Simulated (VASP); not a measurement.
# NaH in VASP: one cell, several levels of theory, part 2 of 2

VASP 6.6.1, plane waves, PAW. The steps go on from the part before.

### Step 3. r2SCAN at this geometry

The input, INCAR:

```
ENCUT = 520.000000
SIGMA = 0.010000
EDIFF = 1.00e-07
ALGO = Normal
METAGGA = R2SCAN
PREC = Accurate
IBRION = -1
ISIF = 2
ISMEAR = 0
NBANDS = 11
NELM = 120
NSW = 0
LASPH = .TRUE.
LCHARG = .FALSE.
LWAVE = .FALSE.
LREAL = .FALSE.
```

The input, KPOINTS:

```
KPOINTS created by Atomic Simulation Environment
0
Gamma
10 10 10
0 0 0
```

The input, KPOINTS_OPT:

```
special points
8
Reciprocal
0.0000000000 0.0000000000 0.0000000000 1
0.5000000000 0.0000000000 0.5000000000 1
0.6250000000 0.2500000000 0.6250000000 1
0.3750000000 0.3750000000 0.7500000000 1
0.5000000000 0.5000000000 0.5000000000 1
0.5000000000 0.2500000000 0.7500000000 1
0.3567710000 -0.5000000000 -0.1432290000 1
0.0000000000 0.0000000000 0.5000000000 1
```

The input, POSCAR:

```
Na H
 1.0000000000000000
     0.0000000000000000    2.5173879028999999    2.3417644326999998
     2.5173879028999999    0.0000000000000000    2.3417644326999998
     2.5173879028999999    2.5173879028999999    0.0000000000000000
 Na  H
   1   1
Cartesian
  0.0000000000000000  0.0000000000000000  0.0000000000000000
  2.5173879028999999  2.5173879028999999  2.3417644326999998
```

On the command line:

```sh
$ mpirun -np 1 vasp_std
```

Standard output, without the iteration lines:

```text
POSCAR found type information on POSCAR NaH
 POSCAR found :  2 types and       2 ions
 -----------------------------------------------------------------------------
|                                                                             |
|                                                                             |
|     You enforced a specific xc type in the INCAR file but a different       |
|     I HOPE YOU KNOW WHAT YOU ARE DOING!                                     |
|                                                                             |
 -----------------------------------------------------------------------------

 LDA part: xc-table for (None), standard interpolation
 POSCAR, INCAR and KPOINTS ok, starting setup
 FFT: planning ... GRIDC
 FFT: planning ... GRID_SOFT
 FFT: planning ... GRID
 WAVECAR not read
 entering main loop
 Start KPOINTS_OPT (optional k-point list driver)
k-point batch [1-8\8]
```

OSZICAR:

```text
N       E                     dE             d eps       ncg     rms          rms(c)
DAV:   1     0.370234500898E+02    0.37023E+02   -0.46591E+03  2274   0.760E+02
DAV:   2    -0.696135325948E+01   -0.43985E+02   -0.43080E+02  2345   0.203E+02
DAV:   3    -0.838634278032E+01   -0.14250E+01   -0.14227E+01  2688   0.350E+01
DAV:   4    -0.839741795149E+01   -0.11075E-01   -0.11074E-01  2621   0.309E+00
DAV:   5    -0.839753466613E+01   -0.11671E-03   -0.11671E-03  2580   0.325E-01    0.304E+00
DAV:   6    -0.769085914720E+01    0.70668E+00   -0.31164E-01  2400   0.589E+00    0.166E+00
DAV:   7    -0.757509859034E+01    0.11576E+00   -0.44528E-01  2421   0.319E+00    0.441E-01
DAV:   8    -0.757830381973E+01   -0.32052E-02   -0.15932E-02  2352   0.733E-01    0.226E-01
DAV:   9    -0.758031849712E+01   -0.20147E-02   -0.25705E-03  2328   0.506E-01    0.869E-02
DAV:  10    -0.758008415677E+01    0.23434E-03   -0.26464E-04  2606   0.780E-02    0.721E-03
DAV:  11    -0.758014962028E+01   -0.65464E-04   -0.11277E-05  2604   0.268E-02    0.251E-03
DAV:  12    -0.758016326431E+01   -0.13644E-04   -0.37516E-07  2559   0.606E-03    0.953E-04
DAV:  13    -0.758016270707E+01    0.55724E-06   -0.61004E-08  1636   0.387E-03    0.434E-04
DAV:  14    -0.758016323914E+01   -0.53207E-06   -0.68019E-09  1296   0.658E-04    0.103E-04
DAV:  15    -0.758016310789E+01    0.13125E-06   -0.13998E-09  1224   0.390E-04    0.120E-05
DAV:  16    -0.758016309177E+01    0.16118E-07   -0.77715E-11  1218   0.122E-04
   1 F= -.75801631E+01 E0= -.75801631E+01  d E =-.447869E-16
       N       E                     dE             ncg
DAV:   1    -0.336696667704E+02   -0.29739E+04      176
DAV:   2    -0.399829719820E+03   -0.36616E+03      179
DAV:   3    -0.409923367924E+03   -0.10094E+02      209
DAV:   4    -0.410010579187E+03   -0.87211E-01      219
DAV:   5    -0.410011423934E+03   -0.84475E-03      196
DAV:   6    -0.410011439710E+03   -0.15776E-04      209
DAV:   7    -0.410011440010E+03   -0.30091E-06      202
DAV:   8    -0.410011440017E+03   -0.63487E-08      185
```

OUTCAR, selected sections:

```text
k-points           NKPTS =    102   k-points in BZ     NKDIM =    102   number of bands    NBANDS=     11

   NELECT =       8.0000    total number of electrons

   dimension x,y,z NGX =    28 NGY =   28 NGZ =   28
   dimension x,y,z NGXF=    56 NGYF=   56 NGZF=   56

  energy-cutoff  :      520.00
  volume of cell :       29.68
      direct lattice vectors                 reciprocal lattice vectors
     0.000000000  2.517387903  2.341764433    -0.198618576  0.198618576  0.213514217
     2.517387903  0.000000000  2.341764433     0.198618576 -0.198618576  0.213514217
     2.517387903  2.517387903  0.000000000     0.198618576  0.198618576 -0.213514217

 k-points in reciprocal lattice and weights: KPOINTS created by Atomic Simulation Env
   0.00000000  0.00000000  0.00000000       0.001
   0.10000000 -0.00000000  0.00000000       0.008
   0.20000000 -0.00000000  0.00000000       0.008
   0.30000000 -0.00000000  0.00000000       0.008
   0.40000000 -0.00000000  0.00000000       0.008
   0.50000000 -0.00000000  0.00000000       0.004
   0.10000000  0.10000000  0.00000000       0.002
   0.20000000  0.10000000  0.00000000       0.008
[... 94 more k-points ...]

 E-fermi :  -1.4869

 k-point     1 :       0.0000    0.0000    0.0000
  band No.  band energies     occupation
      1     -24.5979      2.00000
      2     -24.5977      2.00000
      3     -24.5731      2.00000
      4      -5.0146      2.00000
      5       9.2975      0.00000
      6      14.3020      0.00000
      7      14.3020      0.00000
      8      14.6534      0.00000
      9      15.1435      0.00000
     10      15.1435      0.00000
     11      15.2952      0.00000

 k-point     2 :       0.1000   -0.0000    0.0000
  band No.  band energies     occupation
      1     -24.6026      2.00000
      2     -24.5991      2.00000
      3     -24.5759      2.00000
      4      -4.8476      2.00000
      5       8.7109      0.00000
      6      12.3232      0.00000
      7      13.5527      0.00000
      8      13.9647      0.00000
      9      15.8620      0.00000
     10      15.9350      0.00000
     11      16.2399      0.00000

 k-point     3 :       0.2000   -0.0000    0.0000
  band No.  band energies     occupation
      1     -24.6182      2.00000
      2     -24.6023      2.00000
      3     -24.5804      2.00000
      4      -4.3640      2.00000
      5       7.0634      0.00000
      6      10.8424      0.00000
      7      12.6846      0.00000
      8      13.3294      0.00000
      9      15.9339      0.00000
     10      16.7425      0.00000
     11      17.2470      0.00000

 k-point     4 :       0.3000   -0.0000    0.0000
  band No.  band energies     occupation
      1     -24.6397      2.00000
      2     -24.6061      2.00000
      3     -24.5836      2.00000
      4      -3.6286      2.00000
      5       5.0604      0.00000
      6      10.1168      0.00000
      7      12.0268      0.00000
      8      12.8677      0.00000
      9      15.3755      0.00000
     10      16.6678      0.00000
     11      18.0510      0.00000

 k-point     5 :       0.4000   -0.0000    0.0000
  band No.  band energies     occupation
      1     -24.6576      2.00000
      2     -24.6093      2.00000
      3     -24.5856      2.00000
      4      -2.8209      2.00000
      5       3.3984      0.00000
      6       9.7655      0.00000
      7      11.6190      0.00000
      8      12.5854      0.00000
      9      14.9559      0.00000
     10      16.3407      0.00000
     11      18.0736      0.00000

 k-point     6 :       0.5000   -0.0000    0.0000
  band No.  band energies     occupation
      1     -24.6644      2.00000
      2     -24.6105      2.00000
      3     -24.5862      2.00000
      4      -2.4077      2.00000
      5       2.6914      0.00000
      6       9.6587      0.00000
      7      11.4807      0.00000
      8      12.4894      0.00000
      9      14.8105      0.00000
     10      16.2187      0.00000
     11      17.9440      0.00000

 k-point     7 :       0.1000    0.1000    0.0000
  band No.  band energies     occupation
      1     -24.6009      2.00000
      2     -24.6006      2.00000
      3     -24.5806      2.00000
      4      -4.7700      2.00000
      5       8.6665      0.00000
      6      12.5276      0.00000
      7      12.5277      0.00000
      8      12.8505      0.00000
      9      15.6398      0.00000
     10      17.4398      0.00000
     11      17.4398      0.00000

 k-point     8 :       0.2000    0.1000    0.0000
  band No.  band energies     occupation
      1     -24.6110      2.00000
      2     -24.6045      2.00000
      3     -24.5862      2.00000
      4      -4.3736      2.00000
      5       7.5493      0.00000
      6      10.6029      0.00000
      7      11.7197      0.00000
      8      13.5145      0.00000
      9      15.2305      0.00000
     10      17.8046      0.00000
     11      18.1589      0.00000

 k-point     9 :       0.3000    0.1000    0.0000
  band No.  band energies     occupation
      1     -24.6318      2.00000
      2     -24.6085      2.00000
      3     -24.5883      2.00000
      4      -3.7088      2.00000
      5       5.7079      0.00000
      6       9.5063      0.00000
      7      11.1793      0.00000
      8      14.3476      0.00000
      9      14.5647      0.00000
     10      16.9453      0.00000
     11      17.9480      0.00000

 k-point    10 :       0.4000    0.1000    0.0000
  band No.  band energies     occupation
      1     -24.6512      2.00000
      2     -24.6115      2.00000
      3     -24.5899      2.00000
      4      -2.9129      2.00000
      5       3.9479      0.00000
      6       8.9715      0.00000
      7      10.9260      0.00000
      8      13.5778      0.00000
      9      15.1209      0.00000
     10      16.1815      0.00000
     11      18.7541      0.00000

 k-point    11 :       0.5000    0.1000    0.0000
  band No.  band energies     occupation
      1     -24.6613      2.00000
      2     -24.6122      2.00000
      3     -24.5911      2.00000
      4      -2.3518      2.00000
      5       2.9282      0.00000
      6       8.7407      0.00000
      7      10.9740      0.00000
      8      13.0305      0.00000
      9      15.2828      0.00000
     10      15.6619      0.00000
     11      19.7135      0.00000

 k-point    12 :      -0.4000    0.1000    0.0000
  band No.  band energies     occupation
      1     -24.6587      2.00000
      2     -24.6105      2.00000
      3     -24.5910      2.00000
      4      -2.5451      2.00000
      5       3.2274      0.00000
      6       8.7345      0.00000
      7      11.3349      0.00000
      8      12.7714      0.00000
      9      15.3932      0.00000
     10      15.5350      0.00000
     11      19.9931      0.00000

 k-point    13 :      -0.3000    0.1000    0.0000
  band No.  band energies     occupation
      1     -24.6452      2.00000
      2     -24.6069      2.00000
      3     -24.5889      2.00000
      4      -3.2853      2.00000
      5       4.6117      0.00000
      6       8.9702      0.00000
      7      12.0146      0.00000
      8      12.7873      0.00000
      9      15.3307      0.00000
     10      16.0659      0.00000
     11      19.5560      0.00000

 k-point    14 :      -0.2000    0.1000    0.0000
  band No.  band energies     occupation
      1     -24.6270      2.00000
      2     -24.6029      2.00000
      3     -24.5843      2.00000
      4      -4.0486      2.00000
      5       6.4009      0.00000
      6       9.6025      0.00000
      7      13.0053      0.00000
      8      13.0060      0.00000
      9      15.2857      0.00000
     10      16.5806      0.00000
     11      18.1930      0.00000

 k-point    15 :      -0.1000    0.1000    0.0000
  band No.  band energies     occupation
      1     -24.6116      2.00000
      2     -24.5999      2.00000
      3     -24.5784      2.00000
      4      -4.5980      2.00000
      5       7.9068      0.00000
      6      10.9681      0.00000
      7      13.2635      0.00000
      8      14.2013      0.00000
      9      14.7844      0.00000
     10      16.1557      0.00000
     11      17.6694      0.00000

 k-point    16 :       0.2000    0.2000    0.0000
  band No.  band energies     occupation
      1     -24.6086      2.00000
      2     -24.6084      2.00000
      3     -24.5992      2.00000
      4      -4.0767      2.00000
      5       7.2704      0.00000
      6      10.9042      0.00000
      7      10.9043      0.00000
      8      10.9461      0.00000
      9      15.3003      0.00000
     10      18.1825      0.00000
     11      19.6281      0.00000

[... the tables of k-points 17 to 102 left out ...]

  Total       -0.4063901     -0.4063901     -0.0133109      0.0000000     -0.0000000      0.0000000
  in kB      -21.9371528    -21.9371528     -0.7185276      0.0000000     -0.0000000      0.0000000
  external PRESSURE =     -14.8642777 kB  Pullay stress =       0.0000000 kB

 POSITION                                       TOTAL-FORCE (eV/Angst)
 -----------------------------------------------------------------------------------
      0.00000      0.00000      0.00000         0.000000      0.000000     -0.000000
      2.51739      2.51739      2.34176         0.000000      0.000000      0.000000
 -----------------------------------------------------------------------------------
    total drift:                               -0.000000     -0.000000     -0.000000

  FREE ENERGIE OF THE ION-ELECTRON SYSTEM (eV)
  ---------------------------------------------------
  free  energy   TOTEN  =        -7.5801630918 eV

  energy  without entropy=       -7.5801630918  energy(sigma->0) =       -7.58016309
```

Run time: 2.1 min. Hardware: 1 MPI rank of Intel Xeon Platinum 8488C, shared host; peak memory 0.19 GiB.

The levels at the points of KPOINTS_OPT are read from vasprun.xml.

Levels at the named points, in eV from the top of band v (v: the last filled band by count, c: the next):

| point | v−1 | v | c | c+1 |
| --- | --- | --- | --- | --- |
| Γ | -23.04 | -3.48 | 10.83 | 15.84 |
| X | -23.07 | -0.34 | 4.74 | 10.72 |
| U | -23.07 | -0.23 | 5.45 | 6.88 |
| K | -23.09 | -0.09 | 6.28 | 6.63 |
| L | -23.05 | -0.87 | 4.22 | 11.19 |
| W | -23.09 | -0.05 | 6.07 | 6.94 |

r2SCAN gives an indirect gap of 4.22 eV, from (0.36, -0.50, -0.14) to L; the least direct gap is 5.08 eV. Pressure: -1.49 GPa; the forces vanish within 0.01 eV/Å.

### Step 4. What came out

The summary covers parts 1 to 2.

```
 level  gap (eV)  pressure (GPa)
   PBE      3.62           -0.93
r2SCAN      4.22           -1.49
```

The gap runs from 3.62 eV (PBE) to 4.22 eV (r2SCAN). At this one volume the pressure spans -1.5 GPa (r2SCAN) to -0.9 GPa (PBE): PBE wants the largest cell and r2SCAN the smallest.
